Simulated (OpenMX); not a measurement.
# ZnO (zincite) under changes of volume

One of the cells (12.138 Å³/atom); the others are scaled copies at fixed shape and fractional positions:

```
Zn O
1.0
     3.27083    0.00000    0.00000
    -1.63541    2.83262    0.00000
     0.00000    0.00000    5.24018
Zn O
2 2
Direct
  0.66667 0.33333 0.00000
  0.33333 0.66667 0.50000
  0.33333 0.66667 0.87901
  0.66667 0.33333 0.37901
```

| Item | Value |
| --- | --- |
| Program | OpenMX 3.8.5 |
| Functional | PBE |
| Potentials or basis | OpenMX 2013 PBE set, Zn6.0H-s3p2d2, O6.0-s2p2d1, fixed grid of 36 × 36 × 70 points |
| k mesh | 9 × 9 × 5 |
| Occupations | fermi-dirac, width 0.05 eV |
| Spin | no spin polarisation |

```csv
volume (Å³/atom),energy over the lowest point (meV/atom),gap on the mesh (eV),largest force (eV/Å)
11.186,65.58,1.41,0.062
11.424,?,?,?
11.662,24.43,1.31,0.046
12.138,3.63,1.21,0.039
12.376,0.08,1.16,0.032
12.614,0.00,1.11,0.028
```

**Question.** What does the run at 11.424 Å³/atom give?

**Answer.** Energy over the lowest point 41.97 meV/atom; gap on the mesh 1.36 eV; largest force 0.057 eV/Å.

Worked out: A Birch-Murnaghan fit of order 3 (a polynomial in V^(-2/3)) to the other rows has its minimum at 12.49 Å³/atom with B0 = V·E''(V) = 130 GPa and B' = 3.9 at fixed shape and positions, which overstates the stiffness. It gives 42.17 meV/atom at 11.424 Å³/atom, against the run's 41.97. A straight line through the other rows of the gap, of slope -2.5 eV per unit of ln V (its deformation potential), gives 1.36 eV, against the run's 1.36.

Energies are extrapolated to zero smearing.

Caveats: the basis of atomic orbitals isn't converged, which shifts pressures, moduli and gaps.
